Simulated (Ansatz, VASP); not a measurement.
## HfO2: VASP beside Ansatz

Contents of INCAR:

```
SYSTEM = HfO2
ALGO = Normal
EDIFF = 1E-7
ENCUT = 520
GGA = PS
ISIF = 2
ISMEAR = 0
LASPH = .TRUE.
LCHARG = .FALSE.
LREAL = .FALSE.
LWAVE = .FALSE.
NBANDS = 18
NELM = 80
PREC = Accurate
SIGMA = 0.05
```

Contents of KPOINTS:

```
k-points
0
G
  8 8 8
  0 0 0
```

Contents of POSCAR:

```
HfO2
1.0
    0.0697877670      2.6229987530      2.6229987530
    2.6229987530      0.0697877670      2.6229987530
    2.6229987530      2.6229987530      0.0697877670
Hf O
1 2
Direct
    0.0000000000      0.0000000000      0.0000000000
    0.2500000000      0.2500000000      0.2500000000
    0.7500000000      0.7500000000      0.7500000000
```

Input for Ansatz:

```yaml
crystal:
  lattice:
    - [0.069787767, 2.622998753, 2.622998753]
    - [2.622998753, 0.069787767, 2.622998753]
    - [2.622998753, 2.622998753, 0.069787767]
  atoms:
    - { symbol: Hf, position: [0.0, 0.0, 0.0] }
    - { symbol: O, position: [0.25, 0.25, 0.25] }
    - { symbol: O, position: [0.75, 0.75, 0.75] }
basis:
  ecutwfc: 520.0
kpoints:
  mp_grid: { grid: [8, 8, 8] }
hamiltonian:
  xc: pbesol
  pseudopotentials: { kind: paw, azcp: { folder: soft_1 } }
scf:
  occupations: { method: gaussian, width: 0.05 }
output:
  forces: true
  stress: true
  eigenvalues: true
```

Alike in both runs: task single point; functional PBEsol; k mesh 8 × 8 × 8; occupations gaussian, width 0.05 eV; no spin polarisation.

```csv
,VASP,Ansatz
version,VASP 6.6.1,Ansatz 0.2.0
potentials or method,"VASP PAW PBE potentials, release 64 (Hf_pv, O)","scalar-relativistic, plane waves, PAW"
plane-wave cutoff (eV),520,520
valence electrons in the cell,22,38
```

VASP gave:

- gap on the k mesh at the Fermi level (eV): 3.53
- least direct gap on the mesh (eV): 3.53
- pressure (GPa): -20.0
- largest component of the traceless stress (GPa): 1.31
- rms of the force components (eV/Å): 0.054

Estimate Ansatz's values.

gap on the k mesh at the Fermi level (eV): 3.52; least direct gap on the mesh (eV): 3.52; pressure (GPa): -16.9; largest component of the traceless stress (GPa): 1.41; rms of the force components (eV/Å): 0.066.

Atom by atom the forces differ by 0.012 eV/Å (rms over components). The two sets of potentials don't hold the same shells in valence. Ansatz warned: «pseudo_functional_mismatch».

Caveats: so large a pressure means that the cell lies far from this level's equilibrium, or that cutoff or potentials fall short (VASP); the potentials were made for another functional, which shifts forces and pressure (VASP); spin-orbit coupling is left out, which moves the levels of the heavy elements. A k mesh can miss the band edges.
